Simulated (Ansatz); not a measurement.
# CaO (I4/mmm) in Ansatz: reference runs

How does CaO come out in PBE? The cell is run as given and disturbed.

Everything below comes from runs of Ansatz 0.2.0. Logs are shortened: lines on timing, memory, paths and dates and some standing lists are left out, and cuts for length are marked.

### Step 1. The crystal as given

It takes space group I4/mmm (No. 139, tetragonal). Conventional cell: a = 3.335 Å, b = 3.335 Å, c = 17.027 Å, α = 90.00°, β = 90.00°, γ = 90.00°. Ca (site symmetry 4mm) is surrounded by 5 O at 2.36 Å. Around O (site symmetry 4mm) lie 5 Ca at 2.36 Å.

The cell comes from a database or a generator and needn't be the stable form of this composition.

### Step 2. Single point, PBE

The input, input.yaml:

```yaml
crystal:
  lattice:
    - [-1.667634, 1.667634, 8.513492]
    - [1.667634, -1.667634, 8.513492]
    - [1.667634, 1.667634, -8.513492]
  atoms:
    - { symbol: Ca, position: [0.679597, 0.679597, 0.0] }
    - { symbol: Ca, position: [0.320403, 0.320403, 0.0] }
    - { symbol: O, position: [0.818186, 0.818186, 0.0] }
    - { symbol: O, position: [0.181814, 0.181814, 0.0] }
hamiltonian:
  xc: pbe
  pseudopotentials: { kind: paw }
kpoints:
  mp_grid: { grid: [11, 11, 11] }
scf:
  occupations: { method: fermi_dirac, width: 0.05 }
output:
  forces: true
  stress: true
  eigenvalues: true
```

Potentials or basis: Ansatz PAW.

Started as:

```console
$ ansatz run input.yaml --threads 2 --pin off --max-ram 5120MiB --backend cpu --events-out ev --progress --plain --runs-dir out
```

Output:

```text
Warning: RAYON_NUM_THREADS=2 ignored (pool sized by the plan → 2); use --threads N
basis.fft_grid_basis auto: the FFT boxes are laid along the combinations [[1, 0, 1], [0, 1, 1], [0, 0, 1]] of the cell's own vectors, 3.335, 3.335 and 8.834 Å long. The dense box has 24×24×60 points. Along the cell's own vectors, as sized, it would have 60×60×60, 6.25 times as many. Of the 16 symmetry operations that the crystal satisfies within crystal.symmetry.tolerance (time reversal apart; of a slab, those that keep its plane) the dense box along the cell's own vectors carries 16, and the one as laid loses 12 of those. basis.fft_grid_basis: typed keeps the cell's own vectors: state it where this run's energies or levels are differenced outside the engine with another run's, or held beside a run that keeps those vectors.
Engine: ansatz 0.2.0, x86_64-unknown-linux-gnu
Pseudopotentials: kind: paw
Pseudopotential: Ca, paw, valence charge 10, recommended cutoff 420 eV (normal), Ca.paw.azcp
Pseudopotential: O, paw, valence charge 6, recommended cutoff 420 eV (normal), O.paw.azcp
Functional definition: PBE
  parameter kappa = 0.804
  parameter beta = 0.06672455060314922
  exchange = pbe_x(kappa = kappa, mu = beta*pi^2/3)
  correlation = pbe_c(beta = beta)
Crystal: 4 atoms, lattice volume = 94.704 Å³
Basis set: ecut = 420 eV, 1865 PW (Γ), FFT grids on a1+a3, a2+a3, a3, exchange–correlation on 48×48×120 points (8 copies of the dense FFT grid, shifted against one another)
Bands: 20, of which v1, the nominal top of the filled ones, is band 16 counted from 1 (15 counted from 0)
Symmetry: 16 space group operations
Space group: I4/mmm (ITA 139), of the structure as read, at distance tolerance 4.6e-5 Å
k-points: 126 of 1331
Non-local potential: Ca, projectors of the file, l = 0: 3, l = 1: 2, l = 2: 2
Non-local potential: O, projectors of the file, l = 0: 2, l = 1: 2, l = 2: 1
PAW form: soft (Blöchl's): semilocal exchange-correlation on the pseudo side does not see the compensation charge
PAW one-centre angular grid: Ca, 110 points (default); XC on 64 Gauss nodes
PAW one-centre angular grid: O, 110 points (default); XC on 64 Gauss nodes
Initial density: superposition of atomic densities (neutral atoms: chi_scale 0, normalization atom), corrected by the library's trained network
Initial wavefunctions: pseudopotential atomic-orbital guess
Functional: x = pbe(κ = 0.804, μ = 0.2195149727645171), c = pbe(β = 0.06672455060314922)
SCF iter   1: F=—  HF=-4774.606193 eV  |F-HF|=—  |Δ(HF+E_count)|=         —  Δρ=1.48e-3  dr2=5.39e-3  ethr=1.77e-3  ⟨swp⟩=7.7  Hψ=14189  notcnv=0
preconditioner: auto → Resta (q_TF=auto, 2.277 Å⁻¹)  ε∞=2.6  [insulator: Δε(μ)=2.006 eV  Ē_g=16.068 eV  σ=0.050 eV  W_gap=1.00  n_scr=22 (ndim 8)  ℏωp=20.2 eV  f_vac=0.371  D(μ)=0.00/eV (n_scr^D=0)  ε∞_Penn≈2.6  vacuum switching on, ρ_ref=1.9e-2 e/Å³]
SCF iter   2: F=—  HF=-4774.606766 eV  |F-HF|=—  |Δ(HF+E_count)|=   5.73e-4  Δρ=1.16e-3  dr2=1.48e-3  ethr=1.68e-5  ⟨swp⟩=2.0  Hψ=4971  notcnv=0
SCF iter   3: F=—  HF=-4774.606685 eV  |F-HF|=—  |Δ(HF+E_count)|=   8.16e-5  Δρ=6.07e-4  dr2=3.11e-4  ethr=4.64e-6  ⟨swp⟩=2.0  Hψ=3639  notcnv=0
SCF iter   4: F=—  HF=-4774.606679 eV  |F-HF|=—  |Δ(HF+E_count)|=   5.18e-6  Δρ=1.91e-4  dr2=2.90e-5  ethr=9.72e-7  ⟨swp⟩=2.0  Hψ=3258  notcnv=0
SCF iter   5: F=—  HF=-4774.606845 eV  |F-HF|=—  |Δ(HF+E_count)|=   1.66e-4  Δρ=5.90e-5  dr2=3.09e-6  ethr=9.06e-8  ⟨swp⟩=2.0  Hψ=3769  notcnv=0
SCF iter   6: F=-4774.606845 eV  HF=-4774.606845 eV  |F-HF|=3.61e-8  |Δ(HF+E_count)|=   7.37e-8  Δρ=9.61e-6  dr2=9.55e-8  ethr=3.13e-10  ⟨swp⟩=5.2  Hψ=13360  notcnv=0
SCF 1 converged in 6 iterations: F = -4774.606845 eV  dr2 = 9.55e-8
SCF converged after 6 iterations
Free energy (F): -4774.606845 eV
Harris-Foulkes:  -4774.606845 eV  (|F-HF|=3.61e-8)
Internal energy: -4774.606845 eV  (E = F + TS)
E sigma→0 (E₀):  -4774.606845 eV
Fermi energy:    4.134242 eV
--- Per-component energies (eV) ---
  E_band       = -355.611143
  E_kinetic    = 910.464948
  E_local      = -4595.905463  (includes V_loc(G=0)·N_el)
  E_nonlocal   = 223.012442
  E_hartree    = 1921.076213
  E_xc         = -425.679761
  E_vxc        = -535.429290  (∫ρ·V_xc dr)
  E_paw        = -2032.427524  (= ΣΔE_a)
  E_vpaw       = -199.912730  (= ΣTr[D̂ρ^β])
  E_aug_tail   = 0.004829  (compensation charges beyond the density's cutoff)
  E_ewald      = -775.152529
  E_smearing   = -0.000000  (= −TS)
  E_closure    = 0.000000  (closes the sum)
  Σ components = -4774.606845   (vs F -4774.606845, Δ=0.00e0)
--- Forces (eV/Å), atoms counted from 1 ---
  atom   1  Ca     0.00000000    -0.00000000     0.05287339
  atom   2  Ca    -0.00000000    -0.00000000    -0.05287339
  atom   3  O     -0.00000000     0.00000000    -0.00087515
  atom   4  O      0.00000000    -0.00000000     0.00087515
  max |Σ_I F_I| component: 2.78e-17 eV/Å
--- Stress (GPa, compression-positive) ---
       -0.650699      -0.000000       0.000000
       -0.000000      -0.650699      -0.000000
        0.000000       0.000000      -0.207984
  P = ⅓ Tr σ = -0.5031 GPa (-5.031 kbar)
--- Band table (eV; the first three rows and the last of 126) ---
  k-point 0: bands = ["-34.9417", "-34.8677", "-16.3660", "-16.0140", "-15.8151", "-15.8151", "-15.6954", "-15.6954", "-12.2491", "-12.1380", "1.6577", "2.1572", "2.7826", "2.7826", "3.0269", "3.0269", "5.1146", "7.0474", "8.1956", "8.2921"]
  k-point 1: bands = ["-34.9321", "-34.8639", "-16.3706", "-16.0870", "-15.8462", "-15.8258", "-15.7788", "-15.7199", "-12.1008", "-12.0064", "1.6557", "2.0347", "2.5355", "2.5396", "2.6207", "2.9249", "5.3523", "7.5039", "8.3468", "8.6512"]
  k-point 2: bands = ["-34.9065", "-34.8539", "-16.3934", "-16.2243", "-15.9291", "-15.9144", "-15.8491", "-15.7855", "-11.8330", "-11.7689", "1.5152", "1.6395", "1.9349", "2.3162", "2.3211", "2.7237", "5.9699", "8.6075", "8.7464", "9.0609"]
  k-point 125: bands = ["-34.9368", "-34.8658", "-16.3684", "-16.0576", "-15.8397", "-15.8073", "-15.7555", "-15.6923", "-12.1686", "-12.0670", "1.6912", "1.9886", "2.6306", "2.6970", "2.8069", "2.9220", "5.9340", "7.0244", "7.2788", "8.4807"]
```

Wall time 11 s (2 threads of Intel Xeon at 2.50GHz (Skylake/Cascade Lake), shared host); peak memory 0.48 GiB.

What came out:

* Free energy: -4774.6068 eV
* Pressure: -0.5 GPa
* Largest force: 0.053 eV/Å
* Band gap on the k mesh: 2.09 eV, direct

Forces in eV/Å, atoms in the order of the input:
```
Ca   0.000  0.000  0.053
Ca   0.000  0.000 -0.053
O    0.000  0.000 -0.001
O    0.000  0.000  0.001
```

Stress tensor (GPa, compression positive):
```
-0.65  0.00  0.00
 0.00 -0.65  0.00
 0.00  0.00 -0.21
```

Caveat: odd divisions of the mesh miss points on the zone boundary, where band edges often lie, so the gap on the mesh can be too wide.

### Step 3. Single point, PBE (atoms moved at random, drawn with an rms of 0.05 Å)

The input, input.yaml:

```yaml
crystal:
  lattice:
    - [-1.667634, 1.667634, 8.513492]
    - [1.667634, -1.667634, 8.513492]
    - [1.667634, 1.667634, -8.513492]
  atoms:
    - { symbol: Ca, position: [0.669608, 0.68007, -0.013026] }
    - { symbol: Ca, position: [0.326548, 0.323493, 0.011989] }
    - { symbol: O, position: [0.819672, 0.821982, 0.006565] }
    - { symbol: O, position: [0.166043, 0.181148, -0.017007] }
hamiltonian:
  xc: pbe
  pseudopotentials: { kind: paw }
kpoints:
  mp_grid: { grid: [11, 11, 11] }
scf:
  occupations: { method: fermi_dirac, width: 0.05 }
output:
  forces: true
  stress: true
  eigenvalues: true
```

Potentials or basis: Ansatz PAW.

Started as:

```console
$ ansatz run input.yaml --threads 2 --pin off --max-ram 5120MiB --backend cpu --events-out ev --progress --plain --runs-dir out
```

Run time: 1.7 min. Hardware: 2 threads of Intel Xeon at 2.50GHz (Skylake/Cascade Lake), shared host; peak memory 1.3 GiB.

It converged, with:

```yaml
Free_energy: -4774.5957 eV
Pressure: 0.1 GPa
Largest_force: 0.267 eV/Å
Band_gap_on_the_k_mesh: 2.21 eV, direct
```

Forces in eV/Å, atoms in the order of the input:
```
Ca   0.036  0.052 -0.260
Ca  -0.032 -0.175  0.169
O   -0.019  0.002  0.034
O    0.016  0.120  0.057
```

Stress tensor (GPa, compression positive):
```
-0.24  0.00 -0.20
 0.00 -0.29 -0.69
-0.20 -0.69  0.81
```

Levels at points of the mesh, in eV from the valence-band top:
```
           k point  band 14  band 15  band 16  band 17  band 18  band 19
(0.00, 0.00, 0.00)    -0.24     0.00     0.00     2.21     4.00     5.26
```

Caveat: odd divisions of the mesh miss points on the zone boundary, where band edges often lie, so the gap on the mesh can be too wide. A k mesh can miss the band edges.
